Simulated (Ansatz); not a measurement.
# BP: a hydrostatic pressure series

The task here is to estimate one member of a computed series from the others.

Method: DFT PBEsol, scalar-relativistic, plane waves, PAW, in Ansatz 0.2.0.

1 further run of the same task is left out (set aside as unsound or not needed).

## The structure to begin with

Symmetry: F-43m, No. 216, cubic system. The conventional cell has a = 4.520 Å, b = 4.520 Å, c = 4.520 Å, α = 90.00°, β = 90.00°, γ = 90.00°. Around B (site symmetry -43m) lie 4 P at 1.96 Å. P (site symmetry -43m) is surrounded by 4 B at 1.96 Å.

As a file:

```cif
data_structure
_symmetry_space_group_name_H-M 'P 1'
_symmetry_Int_Tables_number 1
_cell_length_a 3.1963
_cell_length_b 3.1963
_cell_length_c 3.1963
_cell_angle_alpha 60.000
_cell_angle_beta 60.000
_cell_angle_gamma 60.000
_cell_volume 23.09
loop_
_atom_site_label
_atom_site_type_symbol
_atom_site_fract_x
_atom_site_fract_y
_atom_site_fract_z
_atom_site_occupancy
B1 B 0.00000 0.00000 0.00000 1
P1 P 0.25000 0.25000 0.25000 1
```

It goes back to an entry of the Materials Project.

This cell was relaxed beforehand with the same method: volume 11.54 Å³/atom, gap on the mesh 1.12 eV.

Set-up of the first run:

File input.yaml:

```yaml
crystal:
  lattice:
    - [0.0, 2.2601007456, 2.2601007456]
    - [2.2601007456, 0.0, 2.2601007456]
    - [2.2601007456, 2.2601007456, 0.0]
  atoms:
    - { symbol: B, position: [0.0, 0.0, 0.0] }
    - { symbol: P, position: [0.25, 0.25, 0.25] }
basis:
  ecutwfc: 420
kpoints:
  mp_grid: { grid: [10, 10, 10] }
  band_path: { path: [VBM, CBM], npoints: 2 }
hamiltonian:
  xc: pbesol
scf:
  occupations: { method: gaussian, width: 0.02 }
output:
  forces: true
  stress: true
  eigenvalues: true
checkpoint:
  read: start.run
  write: ck
  compress: false
  write_wavefunctions: false
  write_every: 100000
```

Among the steps run: Band edges over the zone; Target pressure -2 GPa; Band edges over the zone at -2 GPa; Relaxing at 2 GPa; Band edges over the zone at 2 GPa; Relaxing at 5 GPa; The gap over the whole zone at 5 GPa; Relaxing at 10 GPa; The gap over the whole zone at 10 GPa; Target pressure 20 GPa; Seeking the band edges at 20 GPa; Relaxing at 40 GPa; Band edges over the zone at 40 GPa.

One table of the session follows, with a row left open; its other results are not shown here.

Lengths are those of the vectors of the cell that was run:

| P (GPa) | V (Å³/atom) | a (Å) | b (Å) | c (Å) | ΔH (eV/atom) |
| --- | --- | --- | --- | --- | --- |
| -2 | 11.68 | 3.209 | 3.209 | 3.209 | -0.145 |
| 0 | 11.54 | 3.196 | 3.196 | 3.196 | 0.000 |
| 2 | ? | ? | ? | ? | ? |
| 5 | 11.22 | 3.166 | 3.166 | 3.166 | 0.355 |
| 10 | 10.94 | 3.140 | 3.140 | 3.140 | 0.701 |
| 20 | 10.46 | 3.093 | 3.093 | 3.093 | 1.369 |
| 40 | 9.72 | 3.019 | 3.019 | 3.019 | 2.626 |

**Question.** Estimate the row for P (GPa) = 2.

Worked estimate for «V (Å³/atom)». A straight line through the neighbours (0, 11.54) and (5, 11.22) gives 11.54 + (11.22 − 11.54) × (2 − 0) / (5 − 0) = 11.41; a parabola fitted to 4 rows on both sides gives 11.41.

**Answer.** V (Å³/atom): 11.41; a (Å): 3.184; b (Å): 3.184; c (Å): 3.184; ΔH (eV/atom): 0.143. In «V (Å³/atom)» the line misses by 0.00 and the parabola by 0.00.

ΔH is E + PV over the energy at zero pressure; a, b and c are the vectors of the computed cell.

Limits of these values: Other structures may take over in this range; these runs cannot find them.
